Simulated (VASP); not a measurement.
Wanted: the native input for a VASP 6.6.1 run.

```yaml
Task: relaxation of cell and atoms
Functional: RPBE
Dispersion: D3(BJ)
Potentials_or_basis: VASP PAW PBE potentials, release 64 (Li_sv, H)
Cutoff: 600 eV
k_mesh: 11 × 11 × 11
Occupations: fermi-dirac, width 0.05 eV
Spin: no spin polarisation
Further_INCAR_settings: ALGO = Normal; EDIFF = 1e-06; IBRION = 2; EDIFFG = -0.01; NSW = 60; ISIF = 3
```

The structure of LiH lies in POSCAR:

```
LiH
1.0
    2.5069900000      0.0000000000      0.0000000000
    0.0000000000      2.5069900000      0.0000000000
    0.0000000000      0.0000000000      2.5069900000
Li H
1 1
Direct
    0.5000000000      0.5000000000      0.5000000000
    0.0000000000      0.0000000000      0.0000000000
```

The cell was built by a generator and needn't be a form met in nature.

These files were run (other wordings do the same):

INCAR

```
ALGO     = Normal         # electronic algorithm
EDIFF    = 1E-6           # SCF threshold, eV
EDIFFG   = -0.01          # ionic threshold
ENCUT    = 600            # plane-wave cutoff, eV
GGA      = RP             # functional
IBRION   = 2              # ionic algorithm
ISIF     = 3              # what is computed and relaxed
ISMEAR   = -1             # smearing method
IVDW     = 12             # dispersion correction
LASPH    = True           # aspherical terms in the spheres
LCHARG   = False          # write CHGCAR
LREAL    = False          # projectors in reciprocal space
LWAVE    = False          # write WAVECAR
NELM     = 100            # most SCF steps
NSW      = 60             # ionic steps
PREC     = Accurate       # precision mode
SIGMA    = 0.05           # smearing width, eV
```

KPOINTS

```
k-points
0
Gamma
  11 11 11
```

Potentials or basis: VASP PAW PBE potentials, release 64 (Li_sv, H).

Run with:

```bash
$ cat potpaw_PBE.64/Li_sv/POTCAR potpaw_PBE.64/H/POTCAR > POTCAR
$ mpirun -np 1 vasp_std > vasp.out
```

It gave:

The relaxed volume is 5.05 Å³/atom, the relaxed cell is a = 2.161 Å, b = 2.161 Å, c = 2.161 Å, α = 90.00°, β = 90.00°, γ = 90.00° and the space group after relaxing (to 0.05 Å) is Pm-3m (No. 221). The energy gained by relaxing is 167.2 meV/atom, the ionic steps are 4 and the pressure after relaxing is 0.3 GPa. The band gap on the k mesh is 1.26 eV, indirect (least direct gap 5.49 eV). The dispersion energy per atom is -1.098 eV.

Caveat: the cutoff is under 1.25 times the usual one of these potentials, so pressure, stress and relaxed cells hold a basis-set (Pulay) error; the volume moved by over 15 % at a fixed basis, so the end points are rough; the PAW data sets were made with another functional, which shifts forces and pressure a little; an odd mesh through Γ misses points on the zone boundary, where band edges often lie.

Wall time 11 s on 1 thread of Intel(R) Xeon(R) Platinum 8259CL CPU @ 2.50GHz (Skylake/Cascade Lake), on a shared host, peak memory 0.13 GiB.
